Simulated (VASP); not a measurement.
# AlCo in VASP: notebook, part 2 of 2

VASP 6.6.1.

**3. Work function, PBEsol, collinear spin, ferromagnetic start**

The input, INCAR:

```
PREC = Accurate
ENCUT = 520
EDIFF = 1E-7
ISMEAR = -1
SIGMA = 0.05
LREAL = F
LASPH = T
NELM = 100
ALGO = Normal
ISIF = 2
LWAVE = F
LCHARG = T
ISPIN = 2
MAGMOM = 2 2 2 2 0 0 0 0
LORBIT = 11
LMAXMIX = 4
LDIPOL = T
IDIPOL = 3
DIPOL = 0.5 0.5 0.500
GGA = PS
LELF = T
LVHAR = T
LVACPOTAV = T
```

The input, KPOINTS:

```
Automatic mesh
0
Gamma
  7 7 1
```

The input, POSCAR:

```
AlCo
1.0
    2.8194032100      0.0000000000      0.0000000000
    0.0000000000      2.8194032100      0.0000000000
    0.0000000000      0.0000000000     24.8679112350
Co Al
4 4
Direct
    0.5000000000      0.5000000000      0.3015934844
    0.5000000000      0.5000000000      0.4149686362
    0.5000000000      0.5000000000      0.5283437879
    0.5000000000      0.5000000000      0.6417189397
    0.0000000000      0.0000000000      0.3582810603
    0.0000000000      0.0000000000      0.4716562121
    0.0000000000      0.0000000000      0.5850313638
    0.0000000000      0.0000000000      0.6984065156
```

Potentials or basis: VASP PAW PBE potentials, release 64 (Co, Al).

The run is started by

```
cat potpaw_PBE.64/Co/POTCAR potpaw_PBE.64/Al/POTCAR > POTCAR
mpirun -np 1 vasp_std > vasp.out
```

OUTCAR:

```text
PREC = Accurate
   ENCUT = 520
   EDIFF = 1E-7
   ISMEAR = -1
   LREAL = F
   LASPH = T
   NELM = 100
   ISIF = 2
   ISPIN = 2
   LORBIT = 11
   GGA = PS

 ion  position               nearest neighbor table
   1  0.500  0.500  0.302-   5 2.44   5 2.44   5 2.44   5 2.44   2 2.82
   2  0.500  0.500  0.415-   5 2.44   6 2.44   5 2.44   6 2.44   5 2.44   6 2.44   5 2.44   6 2.44
                             3 2.82   1 2.82
   3  0.500  0.500  0.528-   6 2.44   6 2.44   6 2.44   6 2.44   7 2.44   7 2.44   7 2.44   7 2.44
                             2 2.82   4 2.82
   4  0.500  0.500  0.642-   7 2.44   8 2.44   7 2.44   8 2.44   7 2.44   8 2.44   7 2.44   8 2.44
                             3 2.82
   5  0.000  0.000  0.358-   1 2.44   2 2.44   1 2.44   2 2.44   1 2.44   2 2.44   1 2.44   2 2.44
                             6 2.82
   6  0.000  0.000  0.472-   3 2.44   3 2.44   3 2.44   3 2.44   2 2.44   2 2.44   2 2.44   2 2.44
                             7 2.82   5 2.82
   7  0.000  0.000  0.585-   3 2.44   4 2.44   3 2.44   4 2.44   3 2.44   4 2.44   3 2.44   4 2.44
                             6 2.82   8 2.82
   8  0.000  0.000  0.698-   4 2.44   4 2.44   4 2.44   4 2.44   7 2.82

  LATTYP: Found a simple tetragonal cell.
[... 943 lines left out ...]
  energy-cutoff  :      520.00
  volume of cell :      197.68
      direct lattice vectors                 reciprocal lattice vectors
     2.819403210  0.000000000  0.000000000     0.354684990  0.000000000  0.000000000
     0.000000000  2.819403210  0.000000000     0.000000000  0.354684990  0.000000000
     0.000000000  0.000000000 24.867911235     0.000000000  0.000000000  0.040212465

 POSITION                                       TOTAL-FORCE (eV/Angst)
 -----------------------------------------------------------------------------------
      1.40970      1.40970      7.50000         0.000000      0.000000      0.102903
      1.40970      1.40970     10.31940         0.000000     -0.000000      0.284366
      1.40970      1.40970     13.13881         0.000000      0.000000     -0.042423
      1.40970      1.40970     15.95821         0.000000      0.000000      0.631250
      0.00000      0.00000      8.90970         0.000000      0.000000     -0.470530
      0.00000      0.00000     11.72910         0.000000      0.000000     -0.069788
      0.00000      0.00000     14.54851         0.000000      0.000000     -0.128361
      0.00000      0.00000     17.36791         0.000000      0.000000     -0.307417
 -----------------------------------------------------------------------------------
    total drift:                                0.000000     -0.000000     -0.000473

  FREE ENERGIE OF THE ION-ELECTRON SYSTEM (eV)
  ---------------------------------------------------
  free  energy   TOTEN  =       -49.0742235633 eV

  energy  without entropy=      -49.0174366286  energy(sigma->0) =      -49.04583010

 vacuum level on the upper side and lower side of the slab         6.676         7.271

 total charge

# of ion       s       p       d       tot
------------------------------------------
    1        0.414   0.313   7.363   8.090
    2        0.452   0.532   7.534   8.517
    3        0.450   0.533   7.537   8.520
    4        0.455   0.528   7.532   8.515
    5        0.405   0.438   0.000   0.843
    6        0.398   0.442   0.000   0.841
    7        0.398   0.443   0.000   0.841
    8        0.418   0.367   0.000   0.785
--------------------------------------------------
tot          3.389   3.596  29.966  36.951

 magnetization (x)

# of ion       s       p       d       tot
------------------------------------------
    1        0.013   0.004   1.224   1.241
    2       -0.000  -0.008   0.090   0.082
    3       -0.001  -0.006   0.102   0.095
    4        0.010  -0.005   0.384   0.390
    5       -0.006  -0.013   0.000  -0.019
    6       -0.000  -0.003   0.000  -0.003
    7       -0.001  -0.003   0.000  -0.004
    8        0.006   0.015   0.000   0.021
--------------------------------------------------
tot          0.021  -0.019   1.799   1.802
```

OSZICAR:

```text
N       E                     dE             d eps       ncg     rms          rms(c)
DAV:   1     0.332048038378E+03    0.33205E+03   -0.19928E+04  1320   0.137E+03
DAV:   2    -0.341890221082E+02   -0.36624E+03   -0.35043E+03  1359   0.324E+02
[... 13 lines left out ...]
DAV:  57    -0.490742162127E+02   -0.11342E-04   -0.42029E-07  1182   0.406E-03    0.330E-03
DAV:  58    -0.490742198002E+02   -0.35875E-05   -0.58865E-07  1307   0.447E-03    0.117E-03
DAV:  59    -0.490742222436E+02   -0.24434E-05   -0.17382E-07  1045   0.380E-03    0.130E-03
DAV:  60    -0.490742230736E+02   -0.83003E-06   -0.16966E-07  1024   0.217E-03    0.436E-04
DAV:  61    -0.490742234728E+02   -0.39920E-06   -0.42414E-08   911   0.120E-03    0.303E-04
DAV:  62    -0.490742235633E+02   -0.90518E-07   -0.87345E-09   891   0.676E-04
   1 F= -.49074224E+02 E0= -.49045830E+02  d E =-.567869E-01  mag=     1.8654
```

stdout:

```text
POSCAR found type information on POSCAR CoAl
 POSCAR found :  2 types and       8 ions
 scaLAPACK will be used
 -----------------------------------------------------------------------------
[... 23 lines left out ...]
|     Did not find any points to average over, which means that no vacuum     |
|     field-free region was found. Please increase the size of  your cell     |
|     in the dimension of the dipole correction to obtain accurate            |
|     workfunction values.                                                    |
|                                                                             |
 -----------------------------------------------------------------------------
```

Wall time 7.4 min (1 thread of AMD EPYC 9R45 (Zen 5), shared host); peak memory 0.44 GiB.

Results:

```yaml
Free_energy: -49.0742 eV
Largest_force: 0.631 eV/Å
Band_gap_on_the_k_mesh: none (metal or under the smearing width)
Net_moment: 1.87 μB per cell
Site_moments: Co +1.24, +0.08, +0.10, +0.39; Al -0.02, -0.00, +0.02 μB
Valence_electrons_inside_the_program's_atomic_spheres: Co 8.09, 8.52; Al 0.84, 0.79
Work_function_of_the_upper_face: 4.02 eV
Work_function_of_the_lower_face: 4.62 eV
```

Forces on the atoms (eV/Å):
```
Co   0.000  0.000  0.103
Co   0.000  0.000  0.284
Co   0.000  0.000 -0.042
Co   0.000  0.000  0.631
Al   0.000  0.000 -0.471
Al   0.000  0.000 -0.070
Al   0.000  0.000 -0.128
Al   0.000  0.000 -0.307
```

Caveat: the PAW data sets were made with another functional, which shifts forces and pressure a little.
